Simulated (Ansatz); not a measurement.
TiO₂ films: biaxial stress and wafer bow

Plane-wave DFT in Ansatz, r2SCAN+U, scalar-relativistic PAW potentials, cutoff 500 eV, no spin-orbit coupling; no spin polarisation. U_eff = 4.0 eV on Ti. TiO₂ in space group P4_2/mnm, strained equally along a and b of the conventional cell, with c and the atoms relaxed within the symmetry (a film with c along the normal). Stress is the in-plane mean, tension positive.

```csv
strain (%),stress (GPa),E − E(0) (meV/atom)
-4.5,-20.06,56.6
-3.0,-12.87,24.5
-1.5,-6.15,6.0
+0.0,0.01,0.0
+1.5,?,5.6
+3.0,10.26,21.4
+4.5,14.22,46.1
```

Question: Fit the stress, get the biaxial modulus and predict the missing row.

Answer: A parabola through the given rows is σ = -0.03 + 3.825 ε -0.1426 ε² GPa (ε in %), so M = dσ/dε = 382 GPa at zero. It predicts 5.39 GPa at +1.5 %; the run gave 5.51 GPa. The miss is 0.12 GPa, so the fit holds. The negative square term means that the film is stiffer in compression than in tension. The energies check it: E/V = Mε² at small strain, and a cubic fit with V = 10.54 Å³/atom gives M = 385 GPa, in agreement.

Question: How much does a 50 nm film at +0.2 % strain bow a 300 mm Si(001) wafer 775 μm thick?

Answer: The fit, without its small constant, gives σ = 0.76 GPa. Stoney's formula, κ = 6σt_f/(M_s t_s²) with M_s = 180.5 GPa for Si(001) (literature), gives |κ| = 2.10×10⁻³ m⁻¹ and a bow κr²/2 = 23.7 μm at r = 150 mm, with the film side concave (tension pulls the edges up). This assumes a single-crystal or fully textured, unrelaxed film at 0 K.

Cost: about 9.4 core-minutes for the runs cited, on Arm Neoverse V1 (shared hosts).

The stress-strain curve steepens steadily under compression and flattens under tension, and the energies show the same asymmetry: 56.6 meV/atom at -4.5 % against 46.1 at +4.5 %. This is ordinary bond anharmonicity. Squeezing the Ti–O network brings on steep short-range repulsion, whereas stretching weakens both the ionic attraction and the Ti 3d–O 2p overlap. The free c axis and the oxygen positions take up part of the strain, so the modulus describes a film free to relax along its normal, not one clamped in all directions.

At the strain used for the wafer, the response is almost linear, so the bow depends far more on the strain actually retained in the film than on the curvature of the fit. The smooth curve doesn't establish that rutile remains stable over the whole range: polar displacements or an orthorhombic distortion, both plausible given rutile's soft polar modes and low resistance to in-plane shear, would break the imposed symmetry and could lower the stress at large strain.
